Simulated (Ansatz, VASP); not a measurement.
## SiO2 in VASP and in Ansatz

File INCAR:

```
SYSTEM = SiO2
PREC = Accurate ; ENCUT = 520
EDIFF = 1E-6 ; ISMEAR = 0
SIGMA = 0.05 ; LREAL = .False.
LASPH = .True. ; NELM = 100
ALGO = Normal ; ISIF = 2
LWAVE = .False. ; LCHARG = .False.
GGA = CA ; NBANDS = 25
```

The input KPOINTS:

```
Automatic mesh
0
Gamma
  6 6 10
  0 0 0
```

Contents of POSCAR:

```
SiO2
1.0
    4.1706876699      0.0000000000      0.0000000000
    0.0000000000      4.1706876699      0.0000000000
    0.0000000000      0.0000000000      2.9795392714
Si O
2 4
Direct
    0.5000000000      0.5000000000      0.5000000000
    0.0000000000      0.0000000000      0.0000000000
    0.6944252994      0.6944252994      0.0000000000
    0.1944252994      0.8055747006      0.5000000000
    0.3055747006      0.3055747006      0.0000000000
    0.8055747006      0.1944252994      0.5000000000
```

Input for Ansatz:

```yaml
crystal:
  lattice:
    - [4.1706876699, 0.0, 0.0]
    - [0.0, 4.1706876699, 0.0]
    - [0.0, 0.0, 2.9795392714]
  atoms:
    - { symbol: Si, position: [0.5, 0.5, 0.5] }
    - { symbol: Si, position: [0.0, 0.0, 0.0] }
    - { symbol: O, position: [0.6944252994, 0.6944252994, 0.0] }
    - { symbol: O, position: [0.1944252994, 0.8055747006, 0.5] }
    - { symbol: O, position: [0.3055747006, 0.3055747006, 0.0] }
    - { symbol: O, position: [0.8055747006, 0.1944252994, 0.5] }
basis:
  ecutwfc: 520.0
kpoints:
  mp_grid: { grid: [6, 6, 10] }
hamiltonian:
  xc: lda
  pseudopotentials: { kind: paw, azcp: { folder: soft_1 } }
scf:
  occupations: { method: gaussian, width: 0.05 }
output:
  forces: true
  stress: true
  eigenvalues: true
```

Alike in both runs: task single point; functional LDA; k mesh 6 × 6 × 10; occupations gaussian, width 0.05 eV; no spin polarisation.

```csv
,VASP,Ansatz
version,VASP 6.6.1,Ansatz 0.2.0
potentials or method,"VASP PAW LDA potentials, release 64 (Si, O)","scalar-relativistic, plane waves, PAW"
plane-wave cutoff (eV),520,520
valence electrons in the cell,32,32
```

VASP gave:

```
gap on the k mesh at the Fermi level (eV) : 3.38
least direct gap on the mesh (eV)         : 3.38
rms of the force components (eV/Å)        : 0.146
```

Question: Which values does Ansatz return?

Answer: gap on the k mesh at the Fermi level (eV): 3.38; least direct gap on the mesh (eV): 3.38; rms of the force components (eV/Å): 0.150.

Atom by atom the forces differ by 0.004 eV/Å (rms over components). Ansatz warned: «pseudo_functional_mismatch».
